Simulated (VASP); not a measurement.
# NCClH2 in VASP: a series of runs

The runs below take NCClH2 through single point, relaxation of the atoms, with B3LYP+TS, BLYP+D4.

Everything below comes from runs of VASP 6.6.1. Logs are shortened: lines on timing, memory, paths and dates and some standing lists are left out, and cuts for length are marked.

## Step 1: Starting point

The cell holds a molecule in a box, 5 atoms: a = 12.000 Å, b = 11.000 Å, c = 11.000 Å, α = 90.00°, β = 90.00°, γ = 90.00°.

## Step 2: Single point, B3LYP+TS

POSCAR

```
H2CNCl
1.0
   12.0000000000      0.0000000000      0.0000000000
    0.0000000000     11.0000000000      0.0000000000
    0.0000000000      0.0000000000     11.0000000000
N C Cl H
1 1 1 2
Direct
    0.4334958300      0.4283136400      0.4688090900
    0.5164708300      0.4878227300      0.5023363600
    0.6224875000      0.4199590900      0.5843727300
    0.3796791700      0.4823863600      0.4218090900
    0.5340041700      0.5838590900      0.4866818200
```

INCAR.step1

```
SYSTEM = H2CNCl
  ALGO = Normal
  EDIFF = 1E-5
  ENCUT = 520
  GGA = PE
  ISIF = 2
  ISMEAR = 0
  LASPH = .True.
  LCHARG = .False.
  LREAL = .False.
  LWAVE = .True.
  NBANDS = 17
  NELM = 100
  PREC = Accurate
  SIGMA = 0.01
```

INCAR.step2

```
SYSTEM = H2CNCl
  AEXX = 0.2
  AGGAC = 0.81
  AGGAX = 0.72
  ALDAC = 0.19
  ALGO = Normal
  EDIFF = 1E-6
  ENCUT = 520
  GGA = B3
  ISIF = 2
  ISMEAR = 0
  ISTART = 1
  IVDW = 2
  LASPH = .True.
  LCHARG = .False.
  LHFCALC = .True.
  LREAL = .False.
  LWAVE = .False.
  NBANDS = 17
  NELM = 100
  PREC = Accurate
  PRECFOCK = Fast
  SIGMA = 0.01
```

KPOINTS

```
k-points
0
Gamma
  1 1 1
  0 0 0
```

Potentials or basis: VASP PAW PBE potentials, release 64 (N, C, Cl, H).

Run with:

```sh
$ cat potpaw_PBE.64/N/POTCAR potpaw_PBE.64/C/POTCAR potpaw_PBE.64/Cl/POTCAR potpaw_PBE.64/H/POTCAR > POTCAR
$ cp INCAR.step1 INCAR
$ mpirun -np 1 vasp_gam > vasp.out
$ cp INCAR.step2 INCAR
$ mpirun -np 1 vasp_gam > vasp.out
```

OUTCAR:

```text
SYSTEM = H2CNCl
   AEXX = 0.2
   EDIFF = 1E-6
   ENCUT = 520
   GGA = B3
   ISIF = 2
   ISMEAR = 0
   ISTART = 1
   IVDW = 2
   LASPH = .True.
   LHFCALC = .True.
   LREAL = .False.
   NELM = 100
   PREC = Accurate
   PRECFOCK = Fast
  IVDW =   2

 ion  position               nearest neighbor table
   1  0.433  0.428  0.469-   4 1.02   2 1.25
   2  0.516  0.488  0.502-   5 1.09   1 1.25   3 1.73
   3  0.622  0.420  0.584-   2 1.73
   4  0.380  0.482  0.422-   1 1.02
   5  0.534  0.584  0.487-   2 1.09

  LATTYP: Found a simple tetragonal cell.
 ALAT       =    11.0000000000
 C/A-ratio  =     1.0909090909

  Lattice vectors:

 A1 = (   0.0000000000,  11.0000000000,   0.0000000000)
 A2 = (   0.0000000000,   0.0000000000,  11.0000000000)
 A3 = (  12.0000000000,   0.0000000000,   0.0000000000)

Analysis of symmetry for initial positions (statically):
=====================================================================
 Subroutine PRICEL returns:
 Original cell was already a primitive cell.

 Routine SETGRP: Setting up the symmetry group for a
 simple tetragonal supercell.

 Subroutine GETGRP returns: Found  1 space group operations
 (whereof  1 operations were pure point group operations)
 out of a pool of 16 trial point group operations.

The static configuration has the point symmetry C_1 .

Analysis of symmetry for dynamics (positions and initial velocities):
=====================================================================
 Subroutine PRICEL returns:
 Original cell was already a primitive cell.

 Routine SETGRP: Setting up the symmetry group for a
 simple tetragonal supercell.

 Subroutine GETGRP returns: Found  1 space group operations
 (whereof  1 operations were pure point group operations)
 out of a pool of 16 trial point group operations.

The dynamic configuration has the point symmetry C_1 .

 Subroutine INISYM returns: Found  1 space group operations
 (whereof  1 operations are pure point group operations),
 and found     1 'primitive' translations

----------------------------------------------------------------------------------------

                                     Primitive cell

  volume of cell :    1452.0000

  direct lattice vectors                    reciprocal lattice vectors
    12.000000000  0.000000000  0.000000000     0.083333333  0.000000000  0.000000000
     0.000000000 11.000000000  0.000000000     0.000000000  0.090909091  0.000000000
     0.000000000  0.000000000 11.000000000     0.000000000  0.000000000  0.090909091

  length of vectors
    12.000000000 11.000000000 11.000000000     0.083333333  0.090909091  0.090909091

  position of ions in fractional coordinates (direct lattice)
     0.433495830  0.428313640  0.468809090
     0.516470830  0.487822730  0.502336360
     0.622487500  0.419959090  0.584372730
     0.379679170  0.482386360  0.421809090
     0.534004170  0.583859090  0.486681820

  ion indices of the primitive-cell ions
   primitive index   ion index
                 1           1
                 2           2
                 3           3
                 4           4
                 5           5

----------------------------------------------------------------------------------------

 KPOINTS: k-points

Automatic generation of k-mesh.
 Grid dimensions read from file:
 generate k-points for:    1    1    1

 Generating k-lattice:

  Cartesian coordinates                     Fractional coordinates (reciprocal lattice)
     0.083333333  0.000000000  0.000000000     1.000000000  0.000000000  0.000000000
     0.000000000  0.090909091  0.000000000     0.000000000  1.000000000  0.000000000
     0.000000000  0.000000000  0.090909091     0.000000000  0.000000000  1.000000000

  Length of vectors
     0.083333333  0.090909091  0.090909091

  Shift w.r.t. Gamma in fractional coordinates (k-lattice)
     0.000000000  0.000000000  0.000000000

 Subroutine IBZKPT returns following result:
 ===========================================

 Found      1 irreducible k-points:

 Following reciprocal coordinates:
            Coordinates               Weight
  0.000000  0.000000  0.000000      1.000000
   k-points           NKPTS =      1   k-points in BZ     NKDIM =      1   number of bands    NBANDS=     17
   number of dos      NEDOS =    301   number of ions     NIONS =      5
   total plane-waves  NPLWV = 635040
   dimension x,y,z NGX =    90 NGY =   84 NGZ =   84
   dimension x,y,z NGXF=   180 NGYF=  168 NGZF=  168
   ions per type =               1   1   1   2
   NGX,Y,Z   is equivalent  to a cutoff of  12.47, 12.70, 12.70 a.u.
   NGXF,Y,Z  is equivalent  to a cutoff of  24.94, 25.39, 25.39 a.u.
 SYSTEM =  H2CNCl
   PREC   = accura    normal or accurate (medium, high low for compatibility)
   ISTART =      1    job   : 0-new  1-cont  2-samecut
   ICHARG =      0    charge: 1-file 2-atom 10-const
   ISPIN  =      1    spin polarized calculation?
   LNONCOLLINEAR =      F non collinear calculations
   LSORBIT =      F    spin-orbit coupling
   LASPH  =      T    aspherical Exc in radial PAW
   ENCUT  =  520.0 eV  38.22 Ry    6.18 a.u.  22.31 20.45 20.45*2*pi/ulx,y,z
   NELM   =    100;   NELMIN=  2; NELMDL=  0     # of ELM steps
   EDIFF  = 0.1E-05   stopping-criterion for ELM
   LREAL  =      F    real-space projection
   EDIFFG = 0.1E-04   stopping-criterion for IOM
   NSW    =      0    number of steps for IOM
   IBRION =     -1    ionic relax: 0-MD 1-quasi-New 2-CG
   NFREE  =      0    steps in history (QN), initial steepest desc. (CG)
   ISIF   =      2    stress and relaxation
   ISYM   =      3    0-nonsym 1-usesym 2-fastsym
   POTIM  = 0.5000    time-step for ionic-motion
   TEBEG  =    0.0;   TEEND  =   0.0 temperature during run
   PSTRESS=    0.0 pullay stress
   NELECT =      18.0000    total number of electrons
   NUPDOWN=      -1.0000    fix difference up-down
   EMIN   =  10.00;   EMAX   =-10.00  energy-range for DOS
   EFERMI =   0.00;   METHOD = LEGACY
   ISMEAR =     0;   SIGMA  =   0.01  broadening in eV -4-tet -1-fermi 0-gaus
   EFERMI_NEDOS =   21; number of points for ismear=-14 and -15
   IALGO  =     38    algorithm
   IMIX   =      1    mixing-type and parameters
     AMIX     =   0.40;   BMIX     =  1.00
     AMIX_MAG =   1.60;   BMIX_MAG =  1.00
  volume/ion in A,a.u.               =     290.40      1959.72
  Fermi-wavevector in a.u.,A,eV,Ry     =   0.378887  0.715993  1.953193  0.143556
  Thomas-Fermi vector in A             =   1.312529
   LORBIT       =      0    0 simple, 1 ext, 2 COOP (PROOUT), +10 PAW based schemes
   GGA     = B3    functional components
   LHFCALC =     T    Hartree Fock is set to
   PRECFOCK=fast      Normal, Fast or Accurate (Low or Medium for compatibility)
   ENCUT4O =  -1.0   cutoff for four orbital integrals eV
   NKREDX  =     1    reduce k-point grid by
   NKREDY  =     1    reduce k-point grid by
   NKREDZ  =     1    reduce k-point grid by
   AEXX    =    0.2000 exact exchange contribution
   HFSCREEN=    0.0000 screening length (either q_TF or 0.3 A-1)
   HFSCREENC=   0.0000 screening length for correlation (either q_TF or 0.3 A-1)
   ENCUTFOCK=  -1.0 apply spherical cutoff to Coloumb kernel
   IVDW    =     2    specifies the selected vdW correction
   LEPSILON=     F    determine dielectric tensor
   LRPA    =     F    only Hartree local field effects (RPA)
 non-spin polarized calculation
 Gauss-broadening in eV      SIGMA  =   0.01
  energy-cutoff  :      520.00
  volume of cell :     1452.00
 maximum number of plane-waves:     19579
 NGX is ok and might be reduce to    90
  NGX = 48; NGY = 42; NGZ = 42

 number of electron      17.9999997 magnetization

 Free energy of the ion-electron system (eV)
  ---------------------------------------------------
  ext. energy  EPLUGINS =         0.00000000
  ---------------------------------------------------
  free energy    TOTEN  =       -31.13420164 eV

  energy without entropy =      -31.13420164  energy(sigma->0) =      -31.13420164

 E-fermi :  -8.0735     XC(G=0):  -0.5983

 val. band max:       -8.1316900593   @ k =   0.0000   0.0000   0.0000
 cond. band min:      -0.8886070039   @ k =   0.0000   0.0000   0.0000
 fundamental gap:      7.2430830554
 Fermi energy:        -8.0735406086

 k-point     1 :       0.0000    0.0000    0.0000
  band No.  band energies     occupation
      1     -25.8893      2.00000
      2     -23.1127      2.00000
      3     -16.5606      2.00000
      4     -14.7462      2.00000
      5     -12.1515      2.00000
      6     -10.8513      2.00000
      7      -8.8075      2.00000
      8      -8.3274      2.00000
      9      -8.1317      2.00000
     10      -0.8886      0.00000
     11      -0.2669      0.00000
     12       0.3468      0.00000
     13       0.6640      0.00000
     14       0.9747      0.00000
     15       1.0978      0.00000
     16       1.1152      0.00000
     17       1.3138      0.00000

------------------------ aborting loop because EDIFF is reached ----------------------------------------

  Hirshfeld charges:
            ion         q(e)
   ------------------------------
      1     N       -0.22017614
      2     C        0.06985134
      3     Cl      -0.02803991
      4     H        0.11792516
      5     H        0.06043955

  Tkatchenko/Scheffler method for vdW energy calculation

  Number of pair interactions contributing to vdW energy:    5367

  Edisp (eV):   -0.01672

  FORCE on cell =-STRESS in cart. coord.  units (eV):
  Direction    XX          YY          ZZ          XY          YZ          ZX
  --------------------------------------------------------------------------------------
  -------------------------------------------------------------------------------------
  Total       0.40705    -0.15494     0.04711    -0.04001    -0.02255     0.31493
  in kB       0.44915    -0.17097     0.05199    -0.04415    -0.02489     0.34750
  external pressure =        0.11 kB  Pullay stress =        0.00 kB

 VOLUME and BASIS-vectors are now :
 -----------------------------------------------------------------------------
  energy-cutoff  :      520.00
  volume of cell :     1452.00
      direct lattice vectors                 reciprocal lattice vectors
    12.000000000  0.000000000  0.000000000     0.083333333  0.000000000  0.000000000
     0.000000000 11.000000000  0.000000000     0.000000000  0.090909091  0.000000000
     0.000000000  0.000000000 11.000000000     0.000000000  0.000000000  0.090909091

 POSITION                                       TOTAL-FORCE (eV/Angst)
 -----------------------------------------------------------------------------------
      5.20195      4.71145      5.15690        -0.213880      0.007227     -0.118994
      6.19765      5.36605      5.52570         0.107778      0.234799     -0.006570
      7.46985      4.61955      6.42810         0.194827     -0.097024      0.132803
      4.55615      5.30625      4.63990        -0.058304     -0.074668     -0.004741
      6.40805      6.42245      5.35350        -0.030421     -0.070335     -0.002499
 -----------------------------------------------------------------------------------
    total drift:                                0.002019     -0.011508      0.009020

  FREE ENERGIE OF THE ION-ELECTRON SYSTEM (eV)
  ---------------------------------------------------
  free  energy   TOTEN  =       -31.1509246804 eV

  energy  without entropy=      -31.1509246804  energy(sigma->0) =      -31.15092468
```

It took 5.4 min on 1 thread of Intel Xeon Platinum 8488C (Sapphire Rapids), shared host; peak memory 1.2 GiB.

What came out:

| Property | Result |
| --- | --- |
| Free energy | -31.1509 eV |
| Largest force | 0.258 eV/Å |
| Gap between the frontier levels | 7.24 eV |
| Hirshfeld charges | N -0.22; C +0.07; Cl -0.03; H +0.12, +0.06 e |
| Dispersion energy per atom | -0.003 eV |

Forces on the atoms (eV/Å):
```
N   -0.214  0.007 -0.119
C    0.108  0.235 -0.007
Cl   0.195 -0.097  0.133
H   -0.058 -0.075 -0.005
H   -0.030 -0.070 -0.002
```

Caveat: the standard files for N, O and F lose accuracy on very short bonds; the PAW data sets were made with another functional, which shifts forces and pressure a little.

## Step 3: Relaxation of the atoms, BLYP+D4

INCAR

```
AGGAC = 1.0 ; AGGAX = 1.0
ALDAC = 0.0 ; ALDAX = 1.0
ALGO = Fast ; EDIFF = 1E-6
EDIFFG = -0.02 ; ENCUT = 400
GGA = B5 ; IBRION = 2
ISIF = 2 ; ISMEAR = 0
IVDW = 13 ; LASPH = True
LCHARG = False ; LREAL = False
LWAVE = False ; NELM = 60
NSW = 60 ; PREC = Accurate
SIGMA = 0.01 ; VDW_A1 = 0.44488865
VDW_A2 = 4.0933009 ; VDW_S6 = 1.0
VDW_S8 = 2.34076671
```

KPOINTS

```
k-points
0
Gamma
  1 1 1
```

POSCAR is that of step 2.

Potentials or basis: VASP PAW PBE potentials, release 64 (N_s, C_s, Cl, H_s).

Run with:

```sh
$ cat potpaw_PBE.64/N_s/POTCAR potpaw_PBE.64/C_s/POTCAR potpaw_PBE.64/Cl/POTCAR potpaw_PBE.64/H_s/POTCAR > POTCAR
$ mpirun -np 1 vasp_gam > vasp.out
```

It took 28 min on 1 thread of Intel Xeon Platinum 8488C (Sapphire Rapids), shared host; peak memory 0.9 GiB.

The run converged. Its results:

```yaml
Free_energy: -25.1932 eV
Energy_gained_by_relaxing: 9.6 meV/atom
Ionic_steps: 19
Largest_force_after_relaxing: 0.018 eV/Å
Gap_between_the_frontier_levels: 4.92 eV
Dispersion_energy_per_atom: -0.034 eV
```

Forces on the atoms (eV/Å):
```
N    0.003 -0.002  0.002
C    0.009  0.016  0.001
Cl  -0.004 -0.014  0.002
H   -0.002 -0.006  0.001
H   -0.006  0.007 -0.006
```

Step by step:
```tsv
step	energy change (eV)	largest force (eV/Å)	pressure (GPa)
1	0.0000	1.9073	0.17
2	0.5141	7.3191	-0.26
3	-0.0318	0.6217	0.06
4	-0.0318	0.6273	0.07
5	-0.0250	1.2633	-0.06
6	-0.0416	0.3843	0.01
7	-0.0447	0.2471	-0.02
8	-0.0454	0.1587	-0.01
9	-0.0465	0.1286	-0.01
10	-0.0466	0.1188	-0.01
11	-0.0470	0.1855	-0.01
12	-0.0470	0.1277	-0.01
13	-0.0473	0.1135	-0.02
14	-0.0473	0.0625	-0.01
15	-0.0475	0.0511	-0.01
16	-0.0477	0.0454	-0.01
17	-0.0477	0.0531	-0.02
18	-0.0477	0.0613	-0.01
19	-0.0478	0.0178	-0.01
```

Final structure:
```yaml
crystal:
  lattice:
    - [12.00000, 0.00000, 0.00000]
    - [0.00000, 11.00000, 0.00000]
    - [0.00000, 0.00000, 11.00000]
  atoms:
    - { symbol: N, position: [0.43232, 0.42778, 0.46824] }
    - { symbol: C, position: [0.51708, 0.48865, 0.50247] }
    - { symbol: Cl, position: [0.62453, 0.41928, 0.58579] }
    - { symbol: H, position: [0.37684, 0.48173, 0.42029] }
    - { symbol: H, position: [0.53537, 0.58490, 0.48722] }
```

Levels at points of the mesh, in eV from the valence-band top:
```
           k point  band 5  band 6  band 7  band 8  band 9  band 10  band 11  band 12  band 13
(0.00, 0.00, 0.00)   -3.93   -2.63   -0.76   -0.40    0.00     4.92     6.23     6.33     7.11
```

Caveat: the standard files for N, O and F lose accuracy on very short bonds; the PAW data sets were made with another functional, which shifts forces and pressure a little.

## Step 4: For comparison

An earlier run on the cell as given: functional PBE; potentials or basis VASP PAW PBE potentials, release 64 (N, C, Cl, H); cutoff 520 eV; k mesh 1 × 1 × 1; occupations gaussian, width 0.01 eV; no spin polarisation.

- Largest force: 0.898 eV/Å
- Gap between the frontier levels: 5.10 eV

## Step 5: Summary

| task | level | potentials or basis | cell | cutoff (eV) | grid for exact exchange (PRECFOCK) | exchange at q = 0 | gap on the mesh (eV) | largest force (eV/Å) |
| --- | --- | --- | --- | --- | --- | --- | --- | --- |
| single point | B3LYP+TS | VASP PAW PBE potentials, release 64 (N, C, Cl, H) | as given | 520 | Fast | default | 7.24 | 0.26 |
| relaxation of the atoms | BLYP+D4 | VASP PAW PBE potentials, release 64 (N_s, C_s, Cl, H_s) | atoms relaxed | 400 | - | - | 4.92 | 0.02 |
| single point | PBE | VASP PAW PBE potentials, release 64 (N, C, Cl, H) | as given | 520 | - | - | 5.10 | 0.90 |

Alike in all rows: no spin polarisation; k mesh 1 × 1 × 1; smearing gaussian 0.01 eV.

Caveats: the standard files for N, O and F lose accuracy on very short bonds; the PAW data sets were made with another functional, which shifts forces and pressure a little (some runs).

Absolute energies hang on the potentials; compare differences alone.
